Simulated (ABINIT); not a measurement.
ZrS2:

```xyz
3
Lattice="3.6914 0.0000 0.0000 -1.8457 3.1968 0.0000 0.0000 0.0000 6.0411" Properties=species:S:1:pos:R:3 pbc="T T T"
Zr    0.0000    0.0000    0.0000
S     0.0000    2.1312    1.4372
S     1.8457    1.0656    4.6038
```

The cell is a database's computed one.

Base run:

| Item | Value |
| --- | --- |
| Program | ABINIT 10.8.3 (patched build) |
| Functional | revPBE |
| Potentials or basis | JTH PAW PBE v2.0 |
| Cutoff | 544 eV |
| k mesh | 8 × 8 × 5 |
| Occupations | fermi-dirac, width 0.05 eV |
| Spin | no spin polarisation |

Its results: band gap on the k mesh 1.10 eV, indirect (least direct gap 1.67 eV); pressure 1.9 GPa; largest force 0.083 eV/Å.

After a change of settings the same cell gave: band gap on the k mesh 0.93 eV, indirect (least direct gap 1.53 eV); pressure -4.6 GPa; largest force 0.299 eV/Å. Which change was it?
A. functional from revPBE to BLYP
B. functional from revPBE to PBE; k mesh from 8 × 8 × 5 to 5 × 5 × 3
C. functional from revPBE to LDA-PZ; potentials or basis from JTH PAW PBE v2.0 to JTH PAW LDA v2.0
D. functional from revPBE to PW91

C.

Caveats: the PAW data sets were made with another functional, which shifts forces and pressure a little (some runs); this functional lacks dispersion, which binds the layers, so the pressure and a relaxed spacing across them are unreliable (some runs).
